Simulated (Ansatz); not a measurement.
A run of Ansatz 0.2.0 is set up as follows.

input.yaml

```yaml
crystal:
  lattice:
    - [2.94277066, 0.0, 0.0]
    - [0.0, 3.28032554, 0.0]
    - [0.0, 0.0, 4.67744676]
  atoms:
    - { symbol: Ni, position: [0.5, 0.5, 0.34249559], spin: 1.0 }
    - { symbol: Ni, position: [0.0, 0.0, 0.65750441], spin: 1.0 }
    - { symbol: Si, position: [0.5, 0.5, 0.84314316] }
    - { symbol: Si, position: [0.0, 0.0, 0.15685684] }
kpoints:
  mp_grid: { grid: [9, 8, 6] }
scf:
  occupations: { method: fermi_dirac, width: 0.05 }
hamiltonian:
  xc: pbesol
  pseudopotentials: { kind: all_electron, lapw: { basis_error: 0.002 } }
  hubbard:
    sites: [{ species: Ni, l: d, u_eff: 6 }]
    double_counting: fll
    projectors: ortho-atomic
magnetization:
  spin_polarized: true
output:
  forces: true
  stress: true
  eigenvalues: true
  dos: { projected: false, de: 0.2, e_range: [-14, 6] }
  hubbard: {}
```

Potentials or basis: all-electron LAPW, scalar-relativistic.

Command:

```bash
$ ansatz run input.yaml --threads 4 --pin off --max-ram 12288MiB --backend cpu --events-out ev --progress --plain --runs-dir out
```

(1) Estimate the largest force.

(2) What does it give for the absolute moment?

(3) Predict the net moment.

Results:

(1) 0.186 eV/Å.

(2) 0.00 μB per cell.

(3) 0.00 μB per cell.

Caveat: the magnetic state may not be the lowest; the U is typed as a test and isn't derived for this compound; the density of states is complete only up to the lowest level of the last band computed; the starting moments weren't kept.
